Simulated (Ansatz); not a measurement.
A (110) slab of Ti3Al (P6_3/mmc (No. 194)), 7 planes, outer planes Ti (top) and Ti (bottom), with 28 atoms (Ti22Al6) in a surface cell of A = 46.098 Å², as cut from the bulk:

```xyz
28
Lattice="4.6311 0.0000 0.0000 0.0000 9.9540 0.0000 0.0000 0.0000 23.6817" Properties=species:S:1:pos:R:3 pbc="T T T"
Ti    1.1578    5.8242    7.5000
Ti    3.4733    4.1298    7.5000
Ti    3.4733    9.1068    7.5613
Ti    1.1578    0.8472    7.5613
Ti    3.4733    6.6714    8.9674
Ti    1.1578    3.2826    8.9674
Al    3.4733    1.6590    8.9674
Al    1.1578    8.2950    8.9674
Ti    1.1578    0.8472   10.3735
Ti    3.4733    9.1068   10.3735
Ti    3.4733    4.1298   10.4348
Ti    1.1578    5.8242   10.4348
Ti    3.4733    1.6944   11.8409
Ti    1.1578    8.2596   11.8409
Al    3.4733    6.6360   11.8409
Al    1.1578    3.3180   11.8409
Ti    1.1578    5.8242   13.2469
Ti    3.4733    4.1298   13.2469
Ti    3.4733    9.1068   13.3083
Ti    1.1578    0.8472   13.3083
Ti    3.4733    6.6714   14.7143
Ti    1.1578    3.2826   14.7143
Al    3.4733    1.6590   14.7143
Al    1.1578    8.2950   14.7143
Ti    1.1578    0.8472   16.1204
Ti    3.4733    9.1068   16.1204
Ti    3.4733    4.1298   16.1817
Ti    1.1578    5.8242   16.1817
```

The calculation used Ansatz, DFT r2SCAN, scalar-relativistic, plane waves, PAW. Plane waves to 500 eV, a k mesh through Γ of 8×4×1 on the computed 28-atom cell and Gaussian smearing (0.10 eV); no spin polarisation.

The relaxed slab holds 6 formula units of Ti3Al and 4 further Ti. Against those formula units in the bulk and the further Ti in its standard state it lies 13.137 eV higher. The formation energy of Ti3Al from the standard states is -1.232 eV a formula unit (uncorrected, no zero-point or thermal terms).

**Question.** Over what range can the chemical potential of Ti vary, and what is the surface energy at both ends?

**Answer.** In contact with the bulk, 3μ(Ti) + μ(Al) is fixed. With Δμ counted from the standard states, Δμ(Ti) ≤ 0 keeps elemental Ti from forming, and Δμ(Al) ≤ 0 requires Δμ(Ti) ≥ ΔH/3 = -0.411 eV. Other compounds of Ti and Al can narrow this range. Then γ, the mean of both faces, = [13.137 eV − 4.00·Δμ(Ti)]/(2A). At the Ti-rich end (Δμ = 0): 13.137/(2 × 46.098) × 16.02 = 2.28 J/m². At the Ti-poor end: (13.137 + 1.644)/(2 × 46.098) × 16.02 = 2.57 J/m².

**Question.** How does its energy depend on growth conditions?

**Answer.** It carries an excess of Ti, so its energy falls by 0.70 J/m² for each eV that μ(Ti) rises: Ti-rich conditions lower it; whether it appears depends on the other terminations.

Cost: 4 runs of about 110 core-minutes in all, on Intel Xeon Processor @ 2.70GHz (shared hosts).